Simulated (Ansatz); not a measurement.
PbF2 (fluorite), relaxed with r2SCAN in the PAW code Ansatz. The symmetry is Fm-3m (No. 225, cubic); conventional cell a = 5.921 Å, 17.30 Å³ an atom. Pb has 8 F at 2.56 Å; F has 4 Pb at 2.56 Å.

The axes x, y and z are those of this cell:
```
CELL_PARAMETERS angstrom
0.00000 2.96044 2.96044
2.96044 0.00000 2.96044
2.96044 2.96044 0.00000
ATOMIC_POSITIONS crystal
Pb 0.00000 0.00000 0.00000
F 0.25000 0.25000 0.25000
F 0.75000 0.75000 0.75000
```

Unstrained: With PBE the valence top lies at W and the conduction bottom at X, 4.419 eV higher; the smallest vertical gap, at X, is 4.565 eV. With r2SCAN the valence top lies at W and the conduction bottom at X, 4.931 eV higher; the smallest vertical gap, at X, is 5.073 eV. HSE06 gives an indirect gap of 5.727 eV, from W to X; the least direct gap is 5.861 eV at X. Meshes: PBE 8×8×8, r2SCAN 8×8×8, HSE06 6×6×6. Strains are changes of length per length. After each strain the atoms were relaxed again with r2SCAN within the symmetry that the strain leaves, so tilts or polar shifts that break it weren't tested; points keep the names that they have in the unstrained zone. Calculated for a static, non-magnetic cell.

Task: One strain changed the r2SCAN stress by xx -2.30, yy -2.30, zz -4.80 GPa (compression positive) and the gap by -0.112 eV (PBE), -0.114 eV (r2SCAN), -0.096 eV (HSE06). Which kind of strain was it, and roughly how large?

Result: Uniaxial +4.52 % along z, other directions held. The pattern of the stress gives the kind; the size needs the stiffness, so it is an estimate.

Task: One strain changed the r2SCAN stress by xx -1.25, yy -1.25, zz -0.01 GPa (compression positive) and the gap by -0.087 eV (PBE), -0.090 eV (r2SCAN), -0.085 eV (HSE06). Which kind of strain was it, and roughly how large?

Result: Epitaxial +1.13 % in the xy plane, free normal strain -1.15 %. The pattern of the stress gives the kind; the size needs the stiffness, so it is an estimate.

Task: One strain changed the r2SCAN stress by xx -2.77, yy -1.38, zz -1.38 GPa (compression positive) and the gap by -0.057 eV (PBE), -0.057 eV (r2SCAN), -0.045 eV (HSE06). Which kind of strain was it, and roughly how large?

Result: Uniaxial +2.54 % along x, other directions held. The pattern of the stress gives the kind; the size needs the stiffness, so it is an estimate.

Spin-orbit coupling is left out; in compounds of Pb, Bi, Tl or Hg it can lower a gap by up to about 1 eV, split its edges or invert the bands.

The meshes of the hybrids are coarse, so their gaps aren't converged to the digits shown.
